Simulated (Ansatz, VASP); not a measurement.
Given: the input of a run of VASP 6.6.1 on ZrC.

INCAR

```
PREC = Accurate
ENCUT = 520
EDIFF = 1E-7
ISMEAR = -1
SIGMA = 0.05
LREAL = F
LASPH = T
NELM = 60
ALGO = Normal
ISIF = 2
LWAVE = F
LCHARG = T
LELF = T
LVHAR = T
NBANDS = 24
```

Contents of KPOINTS:

```
Automatic mesh
0
Gamma
  9 9 5
```

Contents of POSCAR:

```
ZrC
1.0
    3.4139370341      0.0000000000      0.0000000000
   -1.7069685171      2.9565561985      0.0000000000
    0.0000000000      0.0000000000      5.3250874846
Zr C
2 2
Direct
    0.6666666667      0.3333333333      0.7500000000
    0.3333333333      0.6666666667      0.2500000000
    0.0000000000      0.0000000000      0.5000000000
    0.0000000000      0.0000000000      0.0000000000
```

Potentials or basis: VASP PAW LDA potentials, release 64 (Zr_sv, C).

Command:

```sh
$ cat potpaw_LDA.64/Zr_sv/POTCAR potpaw_LDA.64/C/POTCAR > POTCAR
$ mpirun -np 1 vasp_std > vasp.out
```

Set up the same calculation for Ansatz 0.2.0. Potentials there: all-electron LAPW, scalar-relativistic.

As run (the cutoff follows the program's own potentials):

The input input.yaml:

```yaml
crystal:
  lattice:
    - [3.4139370341, 0.0, 0.0]
    - [-1.7069685171, 2.9565561985, 0.0]
    - [0.0, 0.0, 5.3250874846]
  atoms:
    - { symbol: Zr, position: [0.6666666667, 0.3333333333, 0.75] }
    - { symbol: Zr, position: [0.3333333333, 0.6666666667, 0.25] }
    - { symbol: C, position: [0.0, 0.0, 0.5] }
    - { symbol: C, position: [0.0, 0.0, 0.0] }
kpoints:
  mp_grid: { grid: [9, 9, 5] }
scf:
  occupations: { method: fermi_dirac, width: 0.05 }
hamiltonian:
  xc: lda
  pseudopotentials: { kind: all_electron, lapw: { basis_error: 0.002 } }
output:
  forces: true
  stress: true
  eigenvalues: true
```

Potentials or basis: all-electron LAPW, scalar-relativistic.

The run is started by

```bash
$ ansatz run input.yaml --threads 2 --pin off --max-ram 8192MiB --backend cpu --events-out ev --progress --plain --runs-dir out
```

Both were run:

|  | VASP | Ansatz | Ansatz less VASP |
| --- | --- | --- | --- |
| gap on the k mesh at the Fermi level (eV) | none | none | - |
| pressure (GPa) | -14.9 | -15.4 | -0.47 |
| largest component of the traceless stress (GPa) | 1.43 | 1.48 | +0.049 |

A gap of «none» marks a metal or a gap that the smearing closes. Ansatz ran all-electron here, so the differences hold the error of VASP's frozen core and of both bases.
